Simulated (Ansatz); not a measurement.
# Density of states of Zr

```cif
data_structure
_symmetry_space_group_name_H-M 'P 1'
_symmetry_Int_Tables_number 1
_cell_length_a 3.2320
_cell_length_b 3.2320
_cell_length_c 5.1470
_cell_angle_alpha 90.000
_cell_angle_beta 90.000
_cell_angle_gamma 120.000
_cell_volume 46.56
loop_
_atom_site_label
_atom_site_type_symbol
_atom_site_fract_x
_atom_site_fract_y
_atom_site_fract_z
_atom_site_occupancy
Zr1 Zr 0.33333 0.66667 0.25000 1
Zr2 Zr 0.66667 0.33333 0.75000 1
```

The runs use the primitive cell with vectors (3.232, 0.000, 0.000), (-1.616, 2.799, 0.000), (0.000, 0.000, 5.147) Å, to which the k mesh refers.

The conventional cell has a = 3.232 Å, b = 3.232 Å, c = 5.147 Å, α = 90.00°, β = 90.00°, γ = 120.00°. Zr (atom 1) is surrounded by 12 Zr at 3.18 to 3.23 Å.

The cell is COD entry 9008523, as deposited and not checked against the literature; nothing was relaxed.

These are results of DFT, PBE, all-electron LAPW, scalar-relativistic (Ansatz 0.2.0), not measurements.

Settings: a Γ-centred 13×13×7 k mesh, Fermi–Dirac smearing of 0.03 eV, basis error target 0.25 meV/atom, no spin polarisation.

Question: Which of the resolved shells contributes most within 0.3 eV of the Fermi level?

Answer: Zr 4d, with 90 % of all states there; Zr 5s follows with 5 %.

Question: Where is the centre of the filled Zr 4d states between -14 eV and the top of the filled states?

Answer: -1.56 eV from the Fermi level.

Question: Tabulate the density of states.

Answer: States per eV and cell, averaged over 0.6 eV, from -5.8 to 1.2 eV, with energies (bin centres) from the Fermi level; empty bins are left out. The partial columns, the largest 4 alone, are projections on Löwdin-orthogonalised atomic shells (those that the program's projection atoms carry: the occupied ones and, for some elements, an empty d or f shell; other empty shells have no column), summed over atoms of an element. Weights on diffuse s and p shells depend on that basis and aren't pure angular character.
```json
{"E (eV)": "-5.6", "total": "0.03", "Zr 4d": "0.00", "Zr 5s": "0.03", "Zr 4p": "0.00", "Zr 4s": "0.00"}
{"E (eV)": "-5.0", "total": "0.16", "Zr 4d": "0.00", "Zr 5s": "0.14", "Zr 4p": "0.00", "Zr 4s": "0.01"}
{"E (eV)": "-4.4", "total": "0.28", "Zr 4d": "0.02", "Zr 5s": "0.24", "Zr 4p": "0.01", "Zr 4s": "0.01"}
{"E (eV)": "-3.8", "total": "0.42", "Zr 4d": "0.06", "Zr 5s": "0.33", "Zr 4p": "0.01", "Zr 4s": "0.01"}
{"E (eV)": "-3.2", "total": "1.10", "Zr 4d": "0.53", "Zr 5s": "0.53", "Zr 4p": "0.02", "Zr 4s": "0.02"}
{"E (eV)": "-2.6", "total": "2.16", "Zr 4d": "1.56", "Zr 5s": "0.54", "Zr 4p": "0.03", "Zr 4s": "0.02"}
{"E (eV)": "-2.0", "total": "2.56", "Zr 4d": "2.22", "Zr 5s": "0.29", "Zr 4p": "0.03", "Zr 4s": "0.01"}
{"E (eV)": "-1.4", "total": "2.18", "Zr 4d": "1.98", "Zr 5s": "0.14", "Zr 4p": "0.03", "Zr 4s": "0.00"}
{"E (eV)": "-0.8", "total": "3.40", "Zr 4d": "3.05", "Zr 5s": "0.20", "Zr 4p": "0.05", "Zr 4s": "0.00"}
{"E (eV)": "-0.2", "total": "1.36", "Zr 4d": "1.22", "Zr 5s": "0.07", "Zr 4p": "0.01", "Zr 4s": "0.00"}
{"E (eV)": "0.4", "total": "3.63", "Zr 4d": "3.26", "Zr 5s": "0.18", "Zr 4p": "0.03", "Zr 4s": "0.00"}
{"E (eV)": "1.0", "total": "3.81", "Zr 4d": "3.31", "Zr 5s": "0.23", "Zr 4p": "0.02", "Zr 4s": "0.00"}
```
